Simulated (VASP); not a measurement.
The system is GaP.

```
Ga P
1.0
     0.00000    2.72525    2.72525
     2.72525    0.00000    2.72525
     2.72525    2.72525    0.00000
Ga P
1 1
Direct
  0.00000 0.00000 0.00000
  0.75000 0.75000 0.75000
```

- Program: VASP 6.6.1
- Task: relaxation of cell and atoms
- Functional: PBE-EpsX
- Potentials or basis: VASP PAW PBE potentials, release 64 (Ga_d, P)
- Cutoff: 600 eV
- k mesh: 4 × 4 × 4
- Occupations: fermi-dirac, width 0.05 eV
- Spin: no spin polarisation

At the start: pressure 2.1 GPa; volume 20.24 Å³/atom.

Q: Where does the relaxation end?

A: Over 3 steps the energy falls by 3.0 meV/atom and the volume is 20.72 Å³/atom (+2.4 %); space group F-43m (No. 216, to 0.05 Å).

Step by step:
```tsv
step	energy change (eV)	largest force (eV/Å)	pressure (GPa)	volume (Å³)
1	0.0000	0.0000	2.08	40.48
2	-0.0040	0.0000	-1.15	42.04
3	-0.0060	0.0000	0.06	41.45
```

Final structure:
```xyz
2
Lattice="0.0000 2.7468 2.7468 2.7468 0.0000 2.7468 2.7468 2.7468 0.0000" Properties=species:S:1:pos:R:3 pbc="T T T"
Ga    0.0000    0.0000    0.0000
P     4.1202    4.1202    4.1202
```

Caveat: the k mesh is coarse (spacing up to 0.50 Å⁻¹), so the values aren't converged, least of all with exact exchange; the PAW data sets were made with another functional, which shifts forces and pressure a little.
